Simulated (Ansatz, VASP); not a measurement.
**In3Se: VASP beside Ansatz**

Contents of POSCAR:

```
In3Se
1.0
    4.8979732526      0.0000000000      0.0000000000
    0.0000000000      4.8979732526      0.0000000000
    0.0000000000      0.0000000000      4.8979732526
In Se
3 1
Direct
    0.5000000000      0.5000000000      0.0000000000
    0.5000000000      0.0000000000      0.5000000000
    0.0000000000      0.5000000000      0.5000000000
    0.0000000000      0.0000000000      0.0000000000
```

INCAR.step1

```
SYSTEM = In3Se
PREC = Accurate
ENCUT = 520
ISMEAR = -1
SIGMA = 0.05
LREAL = .False.
LASPH = .True.
NELM = 100
NBANDS = 30
GGA = PE
ALGO = Normal
EDIFF = 1E-4
LWAVE = .True.
LCHARG = .False.
```

Contents of INCAR.step2:

```
SYSTEM = In3Se
PREC = Accurate
ENCUT = 520
EDIFF = 1E-7
ISMEAR = -1
SIGMA = 0.05
LREAL = .False.
LASPH = .True.
NELM = 100
ALGO = Normal
ISIF = 2
LWAVE = .False.
LCHARG = .True.
METAGGA = R2SCAN
LMIXTAU = .True.
LELF = .True.
LVHAR = .True.
NBANDS = 30
ISTART = 1
```

File KPOINTS:

```
regular mesh
0
Gamma
  6 6 6
  0 0 0
```

File input.yaml:

```yaml
crystal:
  lattice:
    - [4.8979732526, 0.0, 0.0]
    - [0.0, 4.8979732526, 0.0]
    - [0.0, 0.0, 4.8979732526]
  atoms:
    - { symbol: In, position: [0.5, 0.5, 0.0] }
    - { symbol: In, position: [0.5, 0.0, 0.5] }
    - { symbol: In, position: [0.0, 0.5, 0.5] }
    - { symbol: Se, position: [0.0, 0.0, 0.0] }
hamiltonian:
  xc: r2scan
  pseudopotentials: { kind: paw }
kpoints:
  mp_grid: { grid: [6, 6, 6] }
scf:
  occupations: { method: fermi_dirac, width: 0.05 }
output:
  forces: true
  stress: true
  eigenvalues: true
```

The cell comes from a database or a generator and needn't be the stable form of this composition.

Alike in both runs: task single point; functional r2SCAN; k mesh 6 × 6 × 6; occupations fermi-dirac, width 0.05 eV; no spin polarisation.

|  | VASP | Ansatz |
| --- | --- | --- |
| version | VASP 6.6.1 | Ansatz 0.2.0 |
| potentials or method | VASP PAW PBE potentials, release 64 (In_d, Se) | Ansatz PAW |
| plane-wave cutoff (eV) | 520 | 500 |
| valence electrons in the cell | 45 | 55 |

```csv
,VASP,Ansatz,Ansatz less VASP
gap on the k mesh at the Fermi level (eV),none,none,-
pressure (GPa),-2.8,-2.8,+0.01
```

A gap of «none» marks a metal or a gap that the smearing closes. With one functional, cell and mesh, what is left measures potentials, basis and numerics. The two sets of potentials don't hold the same shells in valence.

Caveats: the PAW data sets were made with another functional, which shifts forces and pressure a little (VASP); the PAW data sets come from PBE, with cores solved anew for the run's functional, which leaves a small shift of forces and pressure (Ansatz).
